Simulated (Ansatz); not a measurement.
The following input was run with Ansatz 0.2.0.

```yaml
crystal:
  lattice:
    - [3.8992518591, 0.0, 0.0]
    - [0.0, 3.8992518591, 0.0]
    - [0.0, 0.0, 3.8992518591]
  atoms:
    - { symbol: Pb, position: [0.0, 0.0, 0.0] }
    - { symbol: Se, position: [0.5, 0.5, 0.5] }
basis:
  ecutwfc: 500
kpoints:
  mp_grid: { grid: [12, 12, 12] }
hamiltonian:
  xc: r2scan
scf:
  occupations: { method: gaussian, width: 0.1 }
output:
  forces: true
  stress: true
  eigenvalues: true
```

Command:
```bash
ansatz run input.yaml --threads 1 --pin off --max-ram 2560MiB --backend cpu --events-out ev --progress --plain --runs-dir out
```

The calculation used DFT r2SCAN, scalar-relativistic, plane waves, PAW (Ansatz 0.2.0).

Part of what the program printed, abridged (final results; tables in files aren't shown):

```
SCF 1 converged in 7 iterations: F = -17399.719522 eV  dr2 = 9.39e-8
SCF converged after 7 iterations
Free energy (F): -17399.719522 eV
Harris-Foulkes:  -17399.719522 eV  (|F-HF|=3.26e-8)
Internal energy: -17399.717335 eV  (E = F + TS)
E sigma→0 (E₀):  -17399.718428 eV
Entropy (-TS):   -0.002187 eV (-1.094 meV/atom)
Fermi energy:    8.128943 eV
--- Per-component energies (eV) ---
  E_band       = -457.494629
  E_kinetic    = 402.237530
  E_local      = -3476.984988  (includes V_loc(G=0)·N_el)
  E_nonlocal   = -244.738740
  E_hartree    = 1613.816483
  E_xc         = -305.896661
  E_vxc        = -249.364801  (∫ρ·V_xc dr)
  E_paw        = -12355.966253  (= ΣΔE_a)
  E_vpaw       = -131.852541  (= ΣTr[D̂ρ^β])
  E_aug_tail   = -0.000189  (compensation charges beyond the density's cutoff)
  E_vtau       = 15.565821  (kinetic-family band-sum trace: ∫τ·v_τ [+ j·A + Jᵃ·Aᵃ] dr)
  E_ewald      = -3031.385249
  E_core_change = -0.799268  (= ΣΔE_core)
  E_smearing   = -0.002187  (= −TS)
--- Forces (eV/Å), atoms counted from 1 ---
  atom   1  Pb     0.00000000     0.00000000     0.00000000
  atom   2  Se     0.00000000     0.00000000     0.00000000
--- Stress (GPa, compression-positive) ---
       -4.515968       0.000000       0.000000
        0.000000      -4.515968       0.000000
        0.000000       0.000000      -4.515968
  P = ⅓ Tr σ = -4.5160 GPa (-45.160 kbar)
--- Band table (eV; the first three rows and the last of 84) ---
  k-point 0: bands = ["-39.2312", "-39.2312", "-39.2312", "-39.2303", "-39.2303", "-9.6307", "-9.6307", "-9.5137", "-9.5137", "-9.5137", "-5.0086", "0.7059", "6.7679", "6.7679", "6.7679", "13.8470", "13.8470", "13.8764", "13.8764"]
  k-point 1: bands = ["-39.2312", "-39.2312", "-39.2312", "-39.2303", "-39.2302", "-9.6304", "-9.6250", "-9.5156", "-9.5156", "-9.5135", "-4.9634", "0.6245", "6.7273", "6.8226", "6.8226", "13.1567", "13.7305", "13.7305", "13.9029"]
  k-point 2: bands = ["-39.2312", "-39.2312", "-39.2311", "-39.2303", "-39.2301", "-9.6296", "-9.6096", "-9.5210", "-9.5210", "-9.5130", "-4.8329", "0.3901", "6.6703", "6.9810", "6.9810", "12.1269", "13.3290", "13.3290", "14.0697"]
  k-point 83: bands = ["-39.2313", "-39.2313", "-39.2313", "-39.2296", "-39.2296", "-9.5753", "-9.5753", "-9.5753", "-9.4939", "-9.4939", "-3.3958", "1.2576", "6.0038", "6.0038", "6.0038", "7.9205", "7.9205", "7.9205", "21.9987"]
```

Self-consistency was reached.

Spin–orbit coupling is left out, which can shift energies with elements as heavy as these.